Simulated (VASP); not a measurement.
# Y (P6_3/mmc) in VASP: notebook

Runs on Y. Level: PBE. Tasks: relaxation of cell and atoms, electrostatic potential.

Program: VASP 6.6.1. These are calculated values, not measurements. Logs are shortened: lines on timing, memory, paths and dates and some standing lists are left out, and cuts for length are marked.

## (1) Starting point

The structure is hexagonal, space group P6_3/mmc (No. 194). The conventional cell has a = 3.600 Å, b = 3.600 Å, c = 5.620 Å, α = 90.00°, β = 90.00°, γ = 120.00°. Y (site symmetry -6m2) is surrounded by 12 Y at 3.50 to 3.60 Å.

The cell was built by a generator and needn't be a form met in nature.

## (2) Relaxation of cell and atoms, PBE

INCAR reads:

```
PREC = Accurate
ENCUT = 600
EDIFF = 1E-7
ISMEAR = 1
SIGMA = 0.1
LREAL = False
LASPH = True
NELM = 120
ALGO = Fast
ISIF = 3
LWAVE = False
LCHARG = False
GGA = PE
IBRION = 2
NSW = 40
EDIFFG = -0.005
```

KPOINTS reads:

```
regular mesh
0
Gamma
  14 14 8
```

POSCAR reads:

```
Y
1.0
    3.6000000000      0.0000000000      0.0000000000
   -1.8000000000      3.1176914500      0.0000000000
    0.0000000000      0.0000000000      5.6200000000
Y
2
Direct
    0.3333333300      0.6666666700      0.2500000000
    0.6666666700      0.3333333300      0.7500000000
```

Potentials or basis: VASP PAW PBE potentials, release 64 (Y_sv).

Command:

```
$ cat potpaw_PBE.64/Y_sv/POTCAR > POTCAR
$ mpirun -np 1 vasp_std > vasp.out
```

OUTCAR:

```text
PREC = Accurate
   ENCUT = 600
   EDIFF = 1E-7
   ISMEAR = 1
   LREAL = False
   LASPH = True
   NELM = 120
   ISIF = 3
   GGA = PE
   IBRION = 2
   NSW = 40
   EDIFFG = -0.005

 ion  position               nearest neighbor table
   1  0.333  0.667  0.250-   2 3.50   2 3.50   2 3.50   2 3.50   2 3.50   2 3.50
   2  0.667  0.333  0.750-   1 3.50   1 3.50   1 3.50   1 3.50   1 3.50   1 3.50

  LATTYP: Found a hexagonal cell.
 ALAT       =     3.6000000000
 C/A-ratio  =     1.5611111111

  Lattice vectors:

 A1 = (   3.6000000000,   0.0000000000,   0.0000000000)
 A2 = (  -1.8000000000,   3.1176914500,   0.0000000000)
 A3 = (   0.0000000000,   0.0000000000,   5.6200000000)

Analysis of symmetry for initial positions (statically):
=====================================================================
 Subroutine PRICEL returns:
 Original cell was already a primitive cell.

 Routine SETGRP: Setting up the symmetry group for a
 hexagonal supercell.

 Subroutine GETGRP returns: Found 24 space group operations
 (whereof 12 operations were pure point group operations)
 out of a pool of 24 trial point group operations.

The static configuration has the point symmetry D_3d.
 The point group associated with its full space group is D_6h.

Analysis of symmetry for dynamics (positions and initial velocities):
=====================================================================
 Subroutine PRICEL returns:
 Original cell was already a primitive cell.

 Routine SETGRP: Setting up the symmetry group for a
 hexagonal supercell.

 Subroutine GETGRP returns: Found 24 space group operations
 (whereof 12 operations were pure point group operations)
 out of a pool of 24 trial point group operations.

The dynamic configuration has the point symmetry D_3d.
 The point group associated with its full space group is D_6h.

 Subroutine INISYM returns: Found 24 space group operations
 (whereof 12 operations are pure point group operations),
 and found     1 'primitive' translations

----------------------------------------------------------------------------------------

                                     Primitive cell

  volume of cell :      63.0771

  direct lattice vectors                    reciprocal lattice vectors
     3.600000000  0.000000000  0.000000000     0.277777778  0.160375075  0.000000000
    -1.800000000  3.117691450  0.000000000     0.000000000  0.320750150  0.000000000
     0.000000000  0.000000000  5.620000000     0.000000000  0.000000000  0.177935943

  length of vectors
     3.600000000  3.599999997  5.620000000     0.320750150  0.320750150  0.177935943

  position of ions in fractional coordinates (direct lattice)
     0.333333330  0.666666670  0.250000000
     0.666666670  0.333333330  0.750000000

  ion indices of the primitive-cell ions
   primitive index   ion index
                 1           1
                 2           2

----------------------------------------------------------------------------------------

 KPOINTS: regular mesh

Automatic generation of k-mesh.
 Grid dimensions read from file:
 generate k-points for:   14   14    8

 Generating k-lattice:

  Cartesian coordinates                     Fractional coordinates (reciprocal lattice)
     0.019841270  0.011455362  0.000000000     0.071428571  0.000000000  0.000000000
     0.000000000  0.022910725  0.000000000     0.000000000  0.071428571  0.000000000
     0.000000000  0.000000000  0.022241993     0.000000000  0.000000000  0.125000000

  Length of vectors
     0.022910725  0.022910725  0.022241993

  Shift w.r.t. Gamma in fractional coordinates (k-lattice)
     0.000000000  0.000000000  0.000000000

 Subroutine IBZKPT returns following result:
 ===========================================

 Found    120 irreducible k-points:

 Following reciprocal coordinates:
            Coordinates               Weight
  0.000000  0.000000  0.000000      1.000000
  0.071429 -0.000000  0.000000      6.000000
  0.142857  0.000000  0.000000      6.000000
  0.214286 -0.000000  0.000000      6.000000
  0.285714 -0.000000  0.000000      6.000000
  0.357143 -0.000000  0.000000      6.000000
[... 16 lines left out ...]
  0.285714  0.285714  0.000000      6.000000
  0.357143  0.285714  0.000000      6.000000
 [... further k-points ...]
   k-points           NKPTS =    120   k-points in BZ     NKDIM =    120   number of bands    NBANDS=     15
   number of dos      NEDOS =    301   number of ions     NIONS =      2
   total plane-waves  NPLWV =  43200
   dimension x,y,z NGX =    30 NGY =   30 NGZ =   48
   dimension x,y,z NGXF=    60 NGYF=   60 NGZF=   96
   ions per type =               2
   NGX,Y,Z   is equivalent  to a cutoff of  13.85, 13.85, 14.20 a.u.
   NGXF,Y,Z  is equivalent  to a cutoff of  27.71, 27.71, 28.40 a.u.
 SYSTEM =  unknown system
   PREC   = accura    normal or accurate (medium, high low for compatibility)
   ISTART =      0    job   : 0-new  1-cont  2-samecut
   ICHARG =      2    charge: 1-file 2-atom 10-const
   ISPIN  =      1    spin polarized calculation?
   LNONCOLLINEAR =      F non collinear calculations
   LSORBIT =      F    spin-orbit coupling
   LASPH  =      T    aspherical Exc in radial PAW
   ENCUT  =  600.0 eV  44.10 Ry    6.64 a.u.   7.19  7.19 11.22*2*pi/ulx,y,z
   NELM   =    120;   NELMIN=  2; NELMDL= -5     # of ELM steps
   EDIFF  = 0.1E-06   stopping-criterion for ELM
   LREAL  =      F    real-space projection
   EDIFFG = -.5E-02   stopping-criterion for IOM
   NSW    =     40    number of steps for IOM
   IBRION =      2    ionic relax: 0-MD 1-quasi-New 2-CG
   NFREE  =      1    steps in history (QN), initial steepest desc. (CG)
   ISIF   =      3    stress and relaxation
   ISYM   =      2    0-nonsym 1-usesym 2-fastsym
   POTIM  = 0.5000    time-step for ionic-motion
   TEBEG  =    0.0;   TEEND  =   0.0 temperature during run
   PSTRESS=    0.0 pullay stress
   NELECT =      22.0000    total number of electrons
   NUPDOWN=      -1.0000    fix difference up-down
   EMIN   =  10.00;   EMAX   =-10.00  energy-range for DOS
   EFERMI =   0.00;   METHOD = LEGACY
   ISMEAR =     1;   SIGMA  =   0.10  broadening in eV -4-tet -1-fermi 0-gaus
   EFERMI_NEDOS =   21; number of points for ismear=-14 and -15
   IALGO  =     68    algorithm
   IMIX   =      4    mixing-type and parameters
     AMIX     =   0.40;   BMIX     =  1.00
     AMIX_MAG =   1.60;   BMIX_MAG =  1.00
  volume/ion in A,a.u.               =      31.54       212.83
  Fermi-wavevector in a.u.,A,eV,Ry     =   1.152369  2.177663 18.067930  1.327955
  Thomas-Fermi vector in A             =   2.289021
   LORBIT       =      0    0 simple, 1 ext, 2 COOP (PROOUT), +10 PAW based schemes
   GGA     = PE    functional components
   LHFCALC =     F    Hartree Fock is set to
   AEXX    =    0.0000 exact exchange contribution
   IVDW    =     0    specifies the selected vdW correction
   LEPSILON=     F    determine dielectric tensor
   LRPA    =     F    only Hartree local field effects (RPA)
 conjugate gradient relaxation of ions
 non-spin polarized calculation
 RMM-DIIS sequential band-by-band and
 Methfessel and Paxton  Order N= 1 SIGMA  =   0.10
  energy-cutoff  :      600.00
  volume of cell :       63.08
 maximum number of plane-waves:      2129
 NGX is ok and might be reduce to    30
   NGX = 15   NGY = 15   NGZ = 23

--------------------------------------- Ionic step        1  -------------------------------------------

 number of electron      21.9999999 magnetization

 Free energy of the ion-electron system (eV)
  ---------------------------------------------------
  ext. energy  EPLUGINS =         0.00000000
  ---------------------------------------------------
  free energy    TOTEN  =       -12.85621784 eV

  energy without entropy =      -12.85833051  energy(sigma->0) =      -12.85692207

------------------------ aborting loop because EDIFF is reached ----------------------------------------

  FORCE on cell =-STRESS in cart. coord.  units (eV):
  Direction    XX          YY          ZZ          XY          YZ          ZX
  --------------------------------------------------------------------------------------
  -------------------------------------------------------------------------------------
  Total        0.6947402      0.6947402      0.5088490      0.0000000      0.0000000      0.0000000
  in kB       17.6466021     17.6466020     12.9249116      0.0000000      0.0000000      0.0000000
  external PRESSURE =      16.0727052 kB  Pullay stress =       0.0000000 kB
[... 237 lines left out ...]
  energy  without entropy=      -12.8707814150  energy(sigma->0) =      -12.86917262

--------------------------------------- Ionic step        8  -------------------------------------------

 number of electron      22.0000001 magnetization

 Free energy of the ion-electron system (eV)
  ---------------------------------------------------
  ext. energy  EPLUGINS =         0.00000000
  ---------------------------------------------------
  free energy    TOTEN  =       -12.86838578 eV

  energy without entropy =      -12.87079373  energy(sigma->0) =      -12.86918843

 E-fermi :   3.0074     XC(G=0):  -9.4403

 val. band max:        2.9988191881   @ k =   0.2143   0.1429   0.0000
 cond. band min:       3.0184286059   @ k =   0.1429   0.1429   0.0000
 fundamental gap:      0.0196094178
 Fermi energy:         3.0074268632

 k-point     1 :       0.0000    0.0000    0.0000
  band No.  band energies     occupation
      1     -39.6660      2.00000
      2     -39.5881      2.00000
      3     -19.9512      2.00000
      4     -19.4726      2.00000
      5     -19.4726      2.00000
      6     -19.3767      2.00000
      7     -19.3767      2.00000
      8     -19.3340      2.00000
      9      -1.6757      2.00000
     10       1.1712      2.00000
     11       3.9919     -0.00000
     12       4.7495     -0.00000
     13       4.7495     -0.00000
     14       5.1539      0.00000
     15       5.3798      0.00000
[... 397 lines left out ...]
 k-point    24 :       0.3571    0.2857    0.0000
  band No.  band energies     occupation
      1     -39.5926      2.00000
      2     -39.5863      2.00000
      3     -19.7792      2.00000
      4     -19.6787      2.00000
      5     -19.6768      2.00000
      6     -19.6148      2.00000
      7     -19.5650      2.00000
      8     -19.5599      2.00000
      9       2.1633      2.00000
     10       2.2995      2.00000
     11       2.4492      2.00000
     12       2.5229      2.00000
     13       4.0842     -0.00000
     14       4.1756     -0.00000
     15       5.3687      0.00000

 [... further k-points ...]

------------------------ aborting loop because EDIFF is reached ----------------------------------------

  FORCE on cell =-STRESS in cart. coord.  units (eV):
  Direction    XX          YY          ZZ          XY          YZ          ZX
  --------------------------------------------------------------------------------------
  -------------------------------------------------------------------------------------
  Total        0.0068628      0.0068628      0.0048877      0.0000000     -0.0000000      0.0000000
  in kB        0.1679794      0.1679794      0.1196347      0.0000000     -0.0000000      0.0000000
  external PRESSURE =       0.1518645 kB  Pullay stress =       0.0000000 kB
[... 17 lines left out ...]
  FREE ENERGIE OF THE ION-ELECTRON SYSTEM (eV)
  ---------------------------------------------------
  free  energy   TOTEN  =       -12.8683857841 eV

  energy  without entropy=      -12.8707937260  energy(sigma->0) =      -12.86918843

 reached required accuracy - stopping structural energy minimisation
```

Wall time 18 min (1 thread of Intel Xeon Platinum 8259CL at 2.50GHz (Skylake/Cascade Lake), shared host); peak memory 0.33 GiB.

What came out:

- Free energy: -12.8684 eV
- Relaxed volume: 32.73 Å³/atom
- Relaxed cell: a = 3.653 Å, b = 3.653 Å, c = 5.663 Å, α = 90.00°, β = 90.00°, γ = 120.00°
- Space group after relaxing (to 0.05 Å): P6_3/mmc (No. 194)
- Energy gained by relaxing: 6.1 meV/atom
- Ionic steps: 8
- Pressure after relaxing: 0.0 GPa
- Band gap on the k mesh: none (metal or under the smearing width)

Step by step:
```csv
step,energy change (eV),largest force (eV/Å),pressure (GPa),volume (Å³)
1,0.0000,0.0000,1.61,63.08
2,-0.0115,0.0000,-0.34,66.01
3,-0.0121,0.0000,-0.01,65.49
4,-0.0121,0.0000,-0.06,65.54
5,-0.0121,0.0000,0.03,65.42
6,-0.0121,0.0000,0.06,65.38
7,-0.0122,0.0000,0.04,65.40
8,-0.0122,0.0000,0.02,65.46
```

Final structure:
```cif
data_structure
_symmetry_space_group_name_H-M 'P 1'
_symmetry_Int_Tables_number 1
_cell_length_a 3.6533
_cell_length_b 3.6533
_cell_length_c 5.6632
_cell_angle_alpha 90.000
_cell_angle_beta 90.000
_cell_angle_gamma 120.000
_cell_volume 65.46
loop_
_atom_site_label
_atom_site_type_symbol
_atom_site_fract_x
_atom_site_fract_y
_atom_site_fract_z
_atom_site_occupancy
Y1 Y 0.33333 0.66667 0.25000 1
Y2 Y 0.66667 0.33333 0.75000 1
```

Levels at points of the mesh, in eV from the Fermi level:
| k point | band 9 | band 10 | band 11 | band 12 | band 13 | band 14 |
| --- | --- | --- | --- | --- | --- | --- |
| (0.00, 0.00, 0.00) | -4.68 | -1.84 | 0.98 | 1.74 | 1.74 | 2.15 |
| (0.50, 0.00, 0.00) | -1.68 | -1.18 | -0.79 | -0.13 | 1.43 | 1.46 |
| (0.00, 0.00, 0.50) | -3.22 | -3.22 | 1.01 | 1.01 | 1.64 | 1.64 |
| (0.50, 0.00, 0.50) | -1.64 | -1.64 | 0.10 | 0.10 | 1.40 | 1.40 |

## (3) Electrostatic potential, PBE

This run uses another cell than the first one, of 32.73 Å³/atom, 1.038 times its volume.

INCAR reads:

```
SYSTEM = Y
ALGO     = Fast           ! electronic algorithm
EDIFF    = 1E-7           ! SCF threshold, eV
ENCUT    = 520            ! plane-wave cutoff, eV
GGA      = PE             ! functional
ISIF     = 2              ! what is computed and relaxed
ISMEAR   = 1              ! smearing method
LASPH    = .TRUE.         ! aspherical terms in the spheres
LCHARG   = .TRUE.         ! write CHGCAR
LREAL    = .FALSE.        ! projectors in reciprocal space
LVHAR    = .TRUE.       
LWAVE    = .FALSE.        ! write WAVECAR
NELM     = 100            ! most SCF steps
PREC     = Accurate       ! precision mode
SIGMA    = 0.1            ! smearing width, eV
```

KPOINTS reads:

```
k-points
0
G
  14 14 8
  0 0 0
```

POSCAR reads:

```
Y                                       
1.0
    3.6532910657      0.0000000000      0.0000000000
   -1.8266455329      3.1638428665      0.0000000000
    0.0000000000      0.0000000000      5.6631504744
  Y             
     2
Direct
     0.3333333300000021    0.6666666699999979    0.2500000000000000
     0.6666666699999979    0.3333333300000021    0.7500000000000000
```

Potentials or basis: VASP PAW PBE potentials, release 64 (Y_sv).

Command:

```
$ cat potpaw_PBE.64/Y_sv/POTCAR > POTCAR
$ mpirun -np 1 vasp_std > vasp.out
```

Wall time 2.8 min (1 thread of Intel Xeon Platinum 8259CL at 2.50GHz (Skylake/Cascade Lake), shared host); peak memory 0.27 GiB.

Results (log left out):

```
Free energy            : -12.8685 eV
Pressure               : 0.0 GPa
Band gap on the k mesh : none (metal or under the smearing width)
```

Levels at points of the mesh, in eV from the Fermi level:
```
           k point  band 8  band 9  band 10  band 11  band 12  band 13  band 14  band 15
(0.00, 0.00, 0.00)  -22.34   -4.68    -1.84     0.98     1.74     1.74     2.15     2.37
(0.50, 0.00, 0.00)  -22.44   -1.68    -1.18    -0.79    -0.13     1.43     1.46     2.13
(0.00, 0.00, 0.50)  -22.43   -3.22    -3.22     1.01     1.01     1.64     1.64     1.64
(0.50, 0.00, 0.50)  -22.49   -1.64    -1.64     0.10     0.10     1.40     1.40     2.75
```

(Continued in part 2 of 2.)
